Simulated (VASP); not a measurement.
Input of a VASP 6.6.1 run:

File INCAR:

```
ALGO     = Normal         # electronic algorithm
DIPOL    = 0.5 0.5 0.500
EDIFF    = 1E-6           # SCF threshold, eV
EDIFFG   = -0.02          # ionic threshold
ENCUT    = 520            # plane-wave cutoff, eV
GGA      = PE             # functional
IBRION   = 2              # ionic algorithm
IDIPOL   = 3            
ISIF     = 2              # what is computed and relaxed
ISMEAR   = -1             # smearing method
IVDW     = 1              # dispersion correction
LASPH    = T              # aspherical terms in the spheres
LCHARG   = F              # write CHGCAR
LDIPOL   = T            
LREAL    = F              # projectors in reciprocal space
LWAVE    = F              # write WAVECAR
NELM     = 100            # most SCF steps
NSW      = 40             # ionic steps
PREC     = Accurate       # precision mode
SIGMA    = 0.05           # smearing width, eV
```

File KPOINTS:

```
k-points
0
Gamma
  5 5 1
```

File POSCAR:

```
BaS
1.0
    4.5166445648      0.0000000000      0.0000000000
    0.0000000000      4.5166445648      0.0000000000
    0.0000000000      0.0000000000     24.5812500000
Ba S
4 4
Selective dynamics
Direct
    0.5000000000      0.5000000000      0.3051106026  F F F
    0.0000000000      0.0000000000      0.4350368675  F F F
    0.5000000000      0.5000000000      0.5649631325  T T T
    0.0000000000      0.0000000000      0.6948893974  T T T
    0.0000000000      0.0000000000      0.3051106026  F F F
    0.5000000000      0.5000000000      0.4350368675  F F F
    0.0000000000      0.0000000000      0.5649631325  T T T
    0.5000000000      0.5000000000      0.6948893974  T T T
```

Potentials or basis: VASP PAW PBE potentials, release 64 (Ba_sv, S).

Launch:

```bash
$ cat potpaw_PBE.64/Ba_sv/POTCAR potpaw_PBE.64/S/POTCAR > POTCAR
$ mpirun -np 1 vasp_std > vasp.out
```

Task: Estimate the energy gained by relaxing.

Result: 19.6 meV/atom.

Task: Estimate the dispersion energy per atom.

Result: -0.853 eV.

Task: Predict the band gap on the k mesh.

Result: 1.82 eV, direct.

The path:
```tsv
step	energy change (eV)	largest force (eV/Å)	pressure (GPa)
1	0.0000	0.8151	-2.32
2	-0.0307	0.8153	-2.30
3	-0.0791	0.8153	-2.22
4	-0.0796	0.8151	-2.20
5	-0.0994	0.8154	-2.16
6	-0.1148	0.8153	-2.06
7	-0.1151	0.8155	-2.08
8	-0.1242	0.8134	-2.07
9	-0.1394	0.8061	-2.03
10	-0.1466	0.8032	-2.01
11	-0.1520	0.7976	-1.95
12	-0.1521	0.7983	-1.96
13	-0.1541	0.7971	-1.93
14	-0.1567	0.7948	-1.85
15	-0.1570	0.7946	-1.85
16	-0.1570	0.7946	-1.85
17	-0.1571	0.7944	-1.85
```

Caveat: spin-orbit coupling is left out, which moves the levels of the heavy elements. As with any semilocal functional, this PBE gap is likely too small.
